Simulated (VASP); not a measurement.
Here is a VASP 6.6.1 calculation.

POSCAR

```
TiO2
1.0
    4.5922000000      0.0000000000      0.0000000000
    0.0000000000      4.5922000000      0.0000000000
    0.0000000000      0.0000000000      2.9574000000
Ti O
2 4
Direct
    0.0000000000      0.0000000000      0.0000000000
    0.5000000000      0.5000000000      0.5000000000
    0.3049600000      0.3049600000      0.0000000000
    0.1950400000      0.8049600000      0.5000000000
    0.6950400000      0.6950400000      0.0000000000
    0.8049600000      0.1950400000      0.5000000000
```

INCAR.step1

```
SYSTEM = TiO2
PREC = Accurate
ENCUT = 600
EDIFF = 1E-8
ISMEAR = 0
SIGMA = 0.02
LREAL = .False.
LASPH = .True.
NELM = 80
ALGO = Normal
ISIF = 3
LWAVE = .False.
LCHARG = .False.
METAGGA = R2SCAN
LMIXTAU = .True.
IBRION = 2
NSW = 40
EDIFFG = -0.002
```

INCAR.step2

```
SYSTEM = TiO2
PREC = Accurate
ENCUT = 600
EDIFF = 1E-8
ISMEAR = 0
SIGMA = 0.02
LREAL = .False.
LASPH = .True.
NELM = 80
ALGO = Normal
ISIF = 2
LWAVE = .False.
LCHARG = .False.
METAGGA = R2SCAN
LMIXTAU = .True.
IBRION = 6
NFREE = 2
POTIM = 0.015
NSW = 1
```

KPOINTS

```
regular mesh
0
Gamma
  5 5 7
  0 0 0
```

Potentials or basis: VASP PAW PBE potentials, release 64 (Ti_sv, O).

The run is started by

```console
$ cat potpaw_PBE.64/Ti_sv/POTCAR potpaw_PBE.64/O/POTCAR > POTCAR
$ cp INCAR.step1 INCAR
$ mpirun -np 1 vasp_std > vasp.out
$ cp CONTCAR POSCAR
$ cp INCAR.step2 INCAR
$ mpirun -np 1 vasp_std > vasp.out
```

Q: Estimate the highest phonon frequency at Γ, LO-TO splitting left out.

A: 811 cm⁻¹.

Q: Predict the space group after relaxing (to 0.05 Å).

A: P4_2/mnm (No. 136).

Q: What does it give for the relaxed volume?

A: 10.44 Å³/atom.

Q: Estimate the relaxed cell.

A: a = 4.600 Å, b = 4.600 Å, c = 2.961 Å, α = 90.00°, β = 90.00°, γ = 90.00°.

Phonon frequencies in cm⁻¹ (negative: imaginary):
```
              q point                                                           frequencies
(0.000, 0.000, 0.000)  -1 -1 -1 101 137 137 140 146 380 380 399 434 457 457 496 496 601 811
```

Caveat: the PAW data sets were made with another functional, which shifts forces and pressure a little.
